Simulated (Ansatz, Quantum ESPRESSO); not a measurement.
Given: the input of a run of Ansatz 0.2.0 on Hf. This isn't the form of Hf at room conditions, which is hcp.

The input input.yaml:

```yaml
crystal:
  lattice:
    - [4.962329544, 0.0, 0.0]
    - [-2.481164772, 4.297503447, 0.0]
    - [0.0, 0.0, 3.08623225]
  atoms:
    - { symbol: Hf, position: [0.0, 0.0, 0.0] }
    - { symbol: Hf, position: [0.3333333333, 0.6666666667, 0.5] }
    - { symbol: Hf, position: [0.6666666667, 0.3333333333, 0.5] }
kpoints:
  mp_grid: { grid: [6, 6, 9] }
scf:
  occupations: { method: fermi_dirac, width: 0.05 }
hamiltonian:
  xc: pbesol
  pseudopotentials: { kind: all_electron, lapw: { basis_error: 0.001 } }
output:
  forces: true
  stress: true
  eigenvalues: true
  populations: true
```

Potentials or basis: all-electron LAPW, scalar-relativistic.

Command:

```console
$ ansatz run input.yaml --threads 2 --pin off --max-ram 8192MiB --backend cpu --events-out ev --progress --plain --runs-dir out
```

Task: Set up the same calculation for Quantum ESPRESSO 7.5. Potentials or basis there: GBRV 1.5 PBEsol, cutoff 612 eV.

Result: As run (cutoffs and basis follow the program's own potentials, and thresholds, step limits or extra output files can differ):

Contents of pw.in:

```
&CONTROL
  calculation = 'scf'
  prefix = 'pwscf'
  outdir = './tmp'
  pseudo_dir = './pseudo'
  tprnfor = .true.
  tstress = .true.
  disk_io = 'low'
/
&SYSTEM
  ibrav = 0
  celldm(1) = 8
  nat = 3
  ntyp = 1
  ecutwfc = 45
  ecutrho = 360
  nbnd = 26
  occupations = 'smearing'
  smearing = 'fd'
  degauss = 0.00367493
/
&ELECTRONS
  conv_thr = 6d-10
  electron_maxstep = 120
  mixing_beta = 0.5
/
ATOMIC_SPECIES
Hf   178.4900 hf_pbesol_v1.uspp.F.UPF
CELL_PARAMETERS alat
  1.1721804722874   0.0000000000000   0.0000000000000
 -0.5860902361437   1.0151380668081   0.0000000000000
  0.0000000000000   0.0000000000000   0.7290167136859
ATOMIC_POSITIONS crystal
Hf     0.0000000000    0.0000000000    0.0000000000
Hf     0.3333333333    0.6666666667    0.5000000000
Hf     0.6666666667    0.3333333333    0.5000000000
K_POINTS automatic
6 6 9 0 0 0
```

Contents of pp_density.in:

```
&INPUTPP
  prefix = 'pwscf'
  outdir = './tmp'
  filplot = 'density.dat'
  plot_num = 0
/
&PLOT
  nfile = 1
  filepp(1) = 'density.dat'
  iflag = 3
  output_format = 6
  fileout = 'density.cube'
/
```

Contents of pp_potential.in:

```
&INPUTPP
  prefix = 'pwscf'
  outdir = './tmp'
  filplot = 'potential.dat'
  plot_num = 11
/
&PLOT
  nfile = 1
  filepp(1) = 'potential.dat'
  iflag = 3
  output_format = 6
  fileout = 'potential.cube'
/
```

Potentials or basis: GBRV 1.5 PBEsol.

Run with:

```bash
$ OMP_NUM_THREADS=1 mpirun -n 2 pw.x -nk 2 -in pw.in > pw.out
$ OMP_NUM_THREADS=1 mpirun -n 1 pp.x -in pp_density.in > pp_density.out
$ OMP_NUM_THREADS=1 mpirun -n 1 pp.x -in pp_potential.in > pp_potential.out
```

Both were run:

|  | Ansatz | Quantum ESPRESSO |
| --- | --- | --- |
| Pressure | -2.7 GPa | -2.6 GPa |

Where Ansatz's input types no cutoff or centring, it takes its own default and a Γ-centred mesh.

Pressure is positive in compression.
